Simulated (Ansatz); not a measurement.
# Iron, fcc under LDA: ground state and equation of state

The plan for iron in the fcc structure: relax it, solve it on a dense k-mesh, switch on spin-orbit coupling, then scale the cell to 7 volumes from 88 to 112 % of the relaxed one and try a fit of the equation of state. The k-meshes are 15×15×15 for the relaxation; 26×26×26 for the dense run; 16×16×16 for spin-orbit coupling; 18×18×18 for the volumes.

This is Fe in the fcc structure; at room conditions it is bcc.

Program: Ansatz 0.2.0. Level of theory: DFT LDA (PW92), plane waves (420 eV) with PAW, scalar-relativistic; PBE-made PAW files. These are calculated values, not measurements.

### Step 1. The structure to begin with

The structure is cubic, space group Fm-3m (No. 225). The conventional cell has a = 3.612 Å, b = 3.612 Å, c = 3.612 Å, α = 90.00°, β = 90.00°, γ = 90.00°. Fe (site symmetry m-3m) has 12 Fe at 2.55 Å as nearest neighbours.

Structure file:

```cif
data_structure
_symmetry_space_group_name_H-M 'P 1'
_symmetry_Int_Tables_number 1
_cell_length_a 2.5538
_cell_length_b 2.5538
_cell_length_c 2.5538
_cell_angle_alpha 60.000
_cell_angle_beta 60.000
_cell_angle_gamma 60.000
_cell_volume 11.78
loop_
_atom_site_label
_atom_site_type_symbol
_atom_site_fract_x
_atom_site_fract_y
_atom_site_fract_z
_atom_site_occupancy
Fe1 Fe 0.00000 0.00000 0.00000 1
```

### Step 2. Relaxing cell and atoms

input.yaml

```yaml
crystal:
  lattice:
    - [0.0, 1.8057818448, 1.8057818448]
    - [1.8057818448, 0.0, 1.8057818448]
    - [1.8057818448, 1.8057818448, 0.0]
  atoms:
    - { symbol: Fe, position: [0.0, 0.0, 0.0] }
hamiltonian:
  xc: lda
  pseudopotentials:
    kind: paw
    azcp:
      Fe: "pseudopotentials/Fe.paw.azcp"
basis:
  ecutwfc: 420
  fft_grid_basis: typed
kpoints:
  mp_grid: { grid: [15, 15, 15], shift: [0, 0, 0] }
magnetization:
  spin_polarized: false
scf:
  occupations: { method: fermi_dirac, width: 0.1 }
relax:
  max_steps: 60
  f_tol: 0.01
  cell: {}
```

The runs that follow: Dense single point; Spin-orbit coupling switched on; The cell scaled to 88 % of its volume; The cell scaled to 92 % of its volume; The cell scaled to 96 % of its volume; The cell scaled to 100 % of its volume; The cell scaled to 104 % of its volume; The cell scaled to 108 % of its volume; The cell scaled to 112 % of its volume.

Before running it: what results should come out? Wanted: space group; conventional cell; volume; shortest distance; gap on the mesh; relative to bcc, ferromagnetic; V₀, B₀, B₀′.

The runs gave:

```
                      quantity                         value
space group (spins left aside)               Fm-3m (No. 225)
             conventional cell                   a = 3.375 Å
                        volume                 9.611 Å³/atom
             shortest distance                       2.386 Å
               gap on the mesh  none (levels filled in part)
relative to bcc, ferromagnetic                  -73 meV/atom
                   V₀, B₀, B₀′   9.596 Å³/atom, 345 GPa, 4.5
```

What this shows: The relaxation shrank the cell by 18.4 % in volume. It lies 73 meV/atom below the element's reference form at the same level (bcc, ferromagnetic, from a run of its own), so this level prefers it, against what is seen in nature. No gap shows: it is a metal or semimetal at this level. Totals with and without spin-orbit coupling (-0.19 eV/atom apart) can't be read as binding, since the two-component data shift the zero of energy. B₀ comes out at 345 GPa, among the stiffest elements. Relaxation kept the symmetry; phonons were not checked.
